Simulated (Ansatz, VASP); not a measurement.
Ta: VASP beside Ansatz

```
CELL_PARAMETERS angstrom
-1.65128 1.65128 1.65128
1.65128 -1.65128 1.65128
1.65128 1.65128 -1.65128
ATOMIC_POSITIONS crystal
Ta 0.00000 0.00000 0.00000
```

Alike in both runs: functional PBEsol; k mesh 11 × 11 × 11; occupations fermi-dirac, width 0.05 eV; no spin polarisation.

```csv
,VASP,Ansatz
version,VASP 6.6.1,Ansatz 0.2.0
potentials or method,"VASP PAW PBE potentials, release 64 (Ta_pv), cutoff 520 eV","all-electron LAPW, scalar-relativistic"
task,single point,band structure
```

|  | VASP | Ansatz | Ansatz less VASP |
| --- | --- | --- | --- |
| gap on the k mesh at the Fermi level (eV) | none | none | - |
| pressure (GPa) | -4.2 | -4.4 | -0.21 |

A gap of «none» marks a metal or a gap that the smearing closes. Ansatz ran all-electron here, so the differences hold the error of VASP's frozen core and of both bases.

Caveats: the PAW data sets were made with another functional, which shifts forces and pressure a little (VASP); spin-orbit coupling is left out, which moves the levels of the heavy elements (Ansatz). Spin-orbit coupling is left out, which matters for the levels of Ta.
